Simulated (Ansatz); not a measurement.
ZnS:

```
Zn S
1.0
     0.00000    2.70200    2.70200
     2.70200    0.00000    2.70200
     2.70200    2.70200    0.00000
Zn S
1 1
Direct
  0.75000 0.75000 0.75000
  0.00000 0.00000 0.00000
```

Base run:

| Quantity | Value |
| --- | --- |
| Program | Ansatz 0.2.0 |
| Functional | LDA |
| Potentials or basis | all-electron LAPW, scalar-relativistic |
| Cutoff | 281 eV (chosen from the basis error) |
| Basis error allowed | 0.001 eV/atom |
| k mesh | 9 × 9 × 9 |
| Occupations | fermi-dirac, width 0.05 eV |
| Spin | no spin polarisation |

Its results: band gap on the k mesh 1.86 eV, direct; pressure -4.5 GPa.

Q: The run is repeated on the same cell with these changes: functional from LDA to PBE; occupations from fermi-dirac, width 0.05 eV to gaussian, width 0.019 eV. What comes out?

A: Band gap on the k mesh 2.11 eV, direct; pressure 1.6 GPa.
